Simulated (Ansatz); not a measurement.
Results of r²SCAN-D4 (PAW; Ansatz, a first-principles code) for rock-salt NaBr.

Numerical settings: plane-wave cutoff 560 eV, 10×10×10 k mesh, Fermi–Dirac smearing 0.01 eV, scalar-relativistic PAW data made under PBE.

Pressure at four volumes; x = ln(V/25.994 Å³). One pressure is withheld.

```tsv
V (Å³/atom)	x	P (GPa)
24.434	-0.0619	?
24.954	-0.0408	1.040
25.994	0.0000	-0.001
27.554	0.0583	-1.178
```

Pass a parabola P(x) through the three rows shown, estimate the bulk modulus and its pressure derivative near zero pressure, and predict the withheld pressure.

Slopes between the rows: (-0.001 − (1.040))/(0.0000 − (-0.0408)) = -25.51 and (-1.178 − (-0.001))/(0.0583 − (0.0000)) = -20.19 GPa. Their difference over the span 0.0991 is c = 5.32/0.0991 = 53.7 GPa, so P(x) = 1.040 + (-25.51)(x − (-0.0408)) + 53.7 (x − (-0.0408))(x − (0.0000)). At the middle row B = −dP/dx = −[-25.51 + 53.7 × 0.0408] = 23.3 GPa, and B′ = dB/dP = 2c/B = 4.6. At x = -0.0619 the parabola gives 1.648 GPa; the run gives 1.657 GPa. The Birch–Murnaghan fit to the energies at all volumes has B0 = 23.2 GPa and B′ = 4.7.

Measured, for comparison: bulk modulus 22.6 GPa (4 K, zero-point motion not removed; as tabulated in Doll and Stoll (1998), arXiv:cond-mat/9801031). Computed (rounded) less measured: bulk modulus +3 %.
